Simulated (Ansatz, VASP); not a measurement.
**MgF2 (Sellaite): VASP beside Ansatz**

```xyz
6
Lattice="4.6250 0.0000 0.0000 0.0000 4.6250 0.0000 0.0000 0.0000 3.0520" Properties=species:S:1:pos:R:3 pbc="T T T"
Mg    0.0000    0.0000    0.0000
Mg    2.3125    2.3125    1.5260
F     1.4014    1.4014    0.0000
F     0.9111    3.7139    1.5260
F     3.2236    3.2236    0.0000
F     3.7139    0.9111    1.5260
```

Alike in both runs: task single point; functional LDA; k mesh 4 × 4 × 6; occupations gaussian, width 0.1 eV; no spin polarisation.

```csv
,VASP,Ansatz
version,VASP 6.6.1,Ansatz 0.2.0
potentials or method,"VASP PAW LDA potentials, release 64 (Mg, F)","scalar-relativistic, plane waves, PAW"
plane-wave cutoff (eV),520,420
valence electrons in the cell,32,48
```

VASP gave:

| Item | Value |
| --- | --- |
| gap on the k mesh at the Fermi level (eV) | 6.75 |
| least direct gap on the mesh (eV) | 6.75 |
| pressure (GPa) | -6.2 |
| largest component of the traceless stress (GPa) | 0.09 |
| rms of the force components (eV/Å) | 0.021 |

Problem. What did Ansatz give for the same quantities?

Solution. gap on the k mesh at the Fermi level (eV): 6.79; least direct gap on the mesh (eV): 6.79; pressure (GPa): -4.5; largest component of the traceless stress (GPa): 0.25; rms of the force components (eV/Å): 0.028.

Atom by atom the forces differ by 0.007 eV/Å (rms over components). The two sets of potentials don't hold the same shells in valence.
